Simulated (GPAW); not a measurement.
BAs:

```
As B
1.0
     0.00000    2.38850    2.38850
     2.38850    0.00000    2.38850
     2.38850    2.38850    0.00000
As B
1 1
Direct
  0.25000 0.25000 0.25000
  0.00000 0.00000 0.00000
```

Base run:

| Item | Value |
| --- | --- |
| Program | GPAW 26.7.0 |
| Functional | PBEint |
| Potentials or basis | PAW data sets generated in the run's folder for this functional |
| Cutoff | 800 eV |
| Basis | pw |
| k mesh | 8 × 8 × 8 |
| Occupations | fermi-dirac, width 0.05 eV |
| Spin | spin-orbit coupling, no magnetisation |

Its results: band gap on the k mesh 1.03 eV, indirect (least direct gap 3.04 eV); pressure 0.9 GPa.

The run is repeated on the same cell with these changes: functional from PBEint to OLYP; band points from 80 to 100. What comes out?

Band gap on the k mesh 1.25 eV, indirect (least direct gap 3.09 eV); pressure 3.0 GPa.

Caveats: spin-orbit coupling was added after a scalar SCF, so levels and gaps hold it while energy, forces, pressure and moments don't; this program's spin-orbit splittings come out too wide for heavy elements.

Not every run made on this cell is shown here.
